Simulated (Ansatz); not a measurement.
Runs of Ansatz 0.2.0 on AlGaN2. Symmetry: P-4m2, No. 115, tetragonal system. The conventional cell has a = 3.141 Å, b = 3.141 Å, c = 4.424 Å, α = 90.00°, β = 90.00°, γ = 90.00°. Ga (site symmetry -4m2) has 4 N at 1.95 Å as nearest neighbours. Al (site symmetry -4m2) is surrounded by 4 N at 1.89 Å. Around N (site symmetry 2mm) lie 2 Al at 1.89 Å and 2 Ga at 1.95 Å. The cell comes from a database or a generator and needn't be the stable form of this composition.

```csv
task,level,cell,k mesh,cutoff (eV),points for each segment of the path,gap on the mesh (eV),pressure (GPa),V0 of scaled cells (Å³/atom),relaxed volume (Å³/atom),B0 (GPa),largest force (eV/Å)
relaxation of cell and atoms,PBE0,relaxed,6 × 6 × 4,420,-,4.89,-,-,10.87,-,-
band structure,PBE0,as given,6 × 6 × 4,420,4,4.85,-,-,-,-,(a)
equation of state,r2SCAN,as given,9 × 9 × 6,500,-,-,-,10.89,-,204,-
band structure,HSE06,as given,6 × 6 × 4,420,4,4.15,-,-,-,-,(b)
equation of state,LDA,as given,9 × 9 × 6,420,-,-,-,10.64,-,206,-
band structure,r2SCAN,as given,9 × 9 × 6,500,14,3.35,-0.4,-,-,-,0.09
relaxation of cell and atoms,HSE06,relaxed,6 × 6 × 4,420,-,4.18,-,-,10.87,-,-
band structure,LDA,as given,9 × 9 × 6,420,14,(c),-5.0,-,-,-,0.20
```

Alike in all rows: potentials or basis Ansatz PAW; no spin polarisation; smearing fermi-dirac 0.05 eV.

Estimate the missing entries.

(a) 0.13; (b) 0.12; (c) 2.86.

Caveats: the PAW data sets come from PBE, with cores solved anew for the run's functional, which leaves a small shift of forces and pressure; the plane-wave basis is chosen anew once the cell has moved, so the energies of steps on either side of that aren't comparable (some runs); the cell was scaled at fixed shape and fractional positions, which overstates the stiffness of a crystal with free parameters, most of all of layers and chains (some runs).

A k mesh can miss the band edges, and the runs leave out spin-orbit coupling on Ga.

Not every run made on this cell is shown here.
